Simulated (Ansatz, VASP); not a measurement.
## S: VASP beside Ansatz

File INCAR:

```
PREC = Accurate ; ENCUT = 520
EDIFF = 1E-6 ; ISMEAR = -1
SIGMA = 0.08 ; LREAL = False
LASPH = True ; NELM = 60
ALGO = Normal ; ISIF = 2
LWAVE = False ; LCHARG = False
GGA = PS ; NBANDS = 9
```

File KPOINTS:

```
regular mesh
0
Gamma
  18 18 18
```

The input POSCAR:

```
S
1.0
    0.0000000000      1.6930940980      1.6930940980
    1.6930940980      0.0000000000      1.6930940980
    1.6930940980      1.6930940980      0.0000000000
S
1
Direct
    0.0000000000      0.0000000000      0.0000000000
```

Input for Ansatz:

```yaml
crystal:
  lattice:
    - [0.0, 1.693094098, 1.693094098]
    - [1.693094098, 0.0, 1.693094098]
    - [1.693094098, 1.693094098, 0.0]
  atoms:
    - { symbol: S, position: [0.0, 0.0, 0.0] }
kpoints:
  mp_grid: { grid: [18, 18, 18] }
scf:
  occupations: { method: fermi_dirac, width: 0.08 }
hamiltonian:
  xc: pbesol
  pseudopotentials: { kind: all_electron, lapw: { basis_error: 0.001 } }
output:
  forces: true
  stress: true
  eigenvalues: true
  populations: true
```

Change from the starting cell: volume scaled by 0.65, LAPW.

Alike in both runs: task single point; functional PBEsol; k mesh 18 × 18 × 18; occupations fermi-dirac, width 0.08 eV; no spin polarisation.

```csv
,VASP,Ansatz
version,VASP 6.6.1,Ansatz 0.2.0
potentials or method,"VASP PAW PBE potentials, release 64 (S)","all-electron LAPW, scalar-relativistic"
plane-wave cutoff (eV),520,see its input
```

VASP gave:

| Property | Result |
| --- | --- |
| pressure (GPa) | 96.5 |

Question: Which values does Ansatz return?

Answer: Pressure (GPa): 96.9.

Ansatz ran all-electron here, so the differences hold the error of VASP's frozen core and of both bases.

Caveats: the cell as given lies far from equilibrium; so large a pressure means that the cell lies far from this level's equilibrium, or that cutoff or potentials fall short (VASP); the potentials were made for another functional, which shifts forces and pressure (VASP).
